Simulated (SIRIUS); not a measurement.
## Li2S under changes of volume

One of the cells (15.650 Å³/atom); the others are scaled copies at fixed shape and fractional positions:

```
S Li
1.0
     0.00000    2.86334    2.86334
     2.86334    0.00000    2.86334
     2.86334    2.86334    0.00000
S Li
1 2
Direct
  0.00000 0.00000 0.00000
  0.75000 0.75000 0.75000
  0.25000 0.25000 0.25000
```

- Program: SIRIUS 7.12.0
- Functional: PBE
- Potentials or basis: all-electron FP-LAPW
- Cutoff: 158 eV
- Basis: apw+lo standard
- k mesh: 8 × 8 × 8
- Occupations: fermi-dirac, width 0.05 eV
- Spin: no spin polarisation

```tsv
volume (Å³/atom)	energy over the lowest point (meV/atom)	gap on the mesh (eV)
14.423	9.87	3.35
14.730	4.63	3.36
15.037	1.36	3.38
15.650	0.00	3.40
15.957	1.54	3.42
16.264	?	?
```

**Question.** What does the run at 16.264 Å³/atom give?

**Answer.** Energy over the lowest point 4.43 meV/atom; gap on the mesh 3.42 eV.

Worked out: A Birch-Murnaghan fit of order 3 (a polynomial in V^(-2/3)) to the other rows has its minimum at 15.47 Å³/atom with B0 = V·E''(V) = 40 GPa and B' = 4.5. It gives 4.37 meV/atom at 16.264 Å³/atom, against the run's 4.43. A straight line through the other rows of the gap, of slope 0.679 eV per unit of ln V, extrapolates to 3.43 eV, against the run's 3.42.

Energies are extrapolated to zero smearing.

A mesh can miss the band edges.
